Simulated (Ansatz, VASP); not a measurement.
**One calculation of HfO2, two programs**

The input POSCAR:

```
HfO2
1.0
    0.0000000000      2.5291823194      2.5291823194
    2.5291823194      0.0000000000      2.5291823194
    2.5291823194      2.5291823194      0.0000000000
Hf O
1 2
Direct
    0.0000000000      0.0000000000      0.0000000000
    0.2500000000      0.2500000000      0.2500000000
    0.7500000000      0.7500000000      0.7500000000
```

Contents of INCAR.step1:

```
SYSTEM = HfO2
ALGO = Normal ; EDIFF = 1E-5
ENCUT = 520 ; GGA = PE
ISIF = 2 ; ISMEAR = 0
LASPH = .TRUE. ; LCHARG = .FALSE.
LREAL = .FALSE. ; LWAVE = .TRUE.
NBANDS = 18 ; NELM = 100
PREC = Accurate ; SIGMA = 0.01
```

INCAR.step2

```
SYSTEM = HfO2
ALGO = Normal ; EDIFF = 1E-7
ENCUT = 520 ; GGA = PE
HFSCREEN = 0.2079 ; ISIF = 2
ISMEAR = 0 ; ISTART = 1
LASPH = .TRUE. ; LCHARG = .FALSE.
LHFCALC = .TRUE. ; LREAL = .FALSE.
LWAVE = .FALSE. ; NBANDS = 18
NELM = 100 ; PREC = Accurate
PRECFOCK = Normal ; SIGMA = 0.01
```

The input KPOINTS:

```
k-points
0
G
  4 4 4
  0 0 0
```

Input for Ansatz:

```yaml
crystal:
  lattice:
    - [0.0, 2.5291823194, 2.5291823194]
    - [2.5291823194, 0.0, 2.5291823194]
    - [2.5291823194, 2.5291823194, 0.0]
  atoms:
    - { symbol: Hf, position: [0.0, 0.0, 0.0] }
    - { symbol: O, position: [0.25, 0.25, 0.25] }
    - { symbol: O, position: [0.75, 0.75, 0.75] }
kpoints:
  mp_grid: { grid: [4, 4, 4] }
hamiltonian:
  xc: hse06
scf:
  occupations: { method: fixed }
  n_extra_bands: 4
output:
  forces: true
  stress: true
  eigenvalues: true
```

The cell was built by a generator and needn't be a form met in nature.

Alike in both runs: task single point; functional HSE06; k mesh 4 × 4 × 4; no spin polarisation.

|  | VASP | Ansatz |
| --- | --- | --- |
| version | VASP 6.6.1 | Ansatz 0.2.0 |
| potentials or method | VASP PAW PBE potentials, release 64 (Hf_pv, O) | plane waves, PAW |
| plane-wave cutoff (eV) | 520 | 420 |
| occupations | gaussian, width 0.01 eV | fixed |
| valence electrons in the cell | 22 | 38 |

|  | VASP | Ansatz | Ansatz less VASP |
| --- | --- | --- | --- |
| gap on the k mesh at the Fermi level (eV) | 5.36 | 5.41 | +0.045 |
| pressure (GPa) | -5.3 | -0.4 | +4.91 |

One of these differences is far larger than is usual between the two programs; its cause wasn't traced. The two sets of potentials don't hold the same shells in valence. Ansatz warned: «stress_exchange_threshold_loose».

Caveats: the k mesh is coarse (spacing up to 0.54 Å⁻¹), so the values aren't converged, least of all with exact exchange; the PAW data sets were made with another functional, which shifts forces and pressure a little (VASP); spin-orbit coupling is left out, which moves the levels of the heavy elements. A k mesh can miss the band edges.
